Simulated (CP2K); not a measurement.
MgO:

```
CELL_PARAMETERS angstrom
2.96561 0.00000 0.00000
1.48280 2.56829 0.00000
1.48280 0.85610 2.42141
ATOMIC_POSITIONS crystal
Mg 0.00000 0.00000 0.00000
O 0.50000 0.50000 0.50000
```

The cell is a database's computed one.

Base run:

| Item | Value |
| --- | --- |
| Program | CP2K 2026.2 |
| Functional | PBE |
| Potentials or basis | POTENTIAL_UZH Mg GTH-PBE-q10, O GTH-PBE-q6; TZVP-MOLOPT-PBE-GTH basis |
| Density cutoff | 19048 eV |
| k mesh | 11 × 11 × 11 |
| Occupations | fermi-dirac, width 0.05 eV |
| Spin | no spin polarisation |

Its results: band gap on the k mesh 4.82 eV, direct; pressure 10.9 GPa.

**Question.** After a change of settings the same cell gave: band gap on the k mesh 4.77 eV, direct; pressure 9.5 GPa. Which change was it?
A. dispersion from none to D2
B. dispersion from none to rVV10
C. dispersion from none to D3(BJ)+ATM
D. dispersion from none to D4

**Answer.** B.

Dispersion adds attraction, which lowers the pressure at fixed volume.

Caveats: the basis of atomic orbitals isn't converged, which shifts pressures, moduli and gaps; the real-space grid breaks the cell's symmetry a little (some runs).
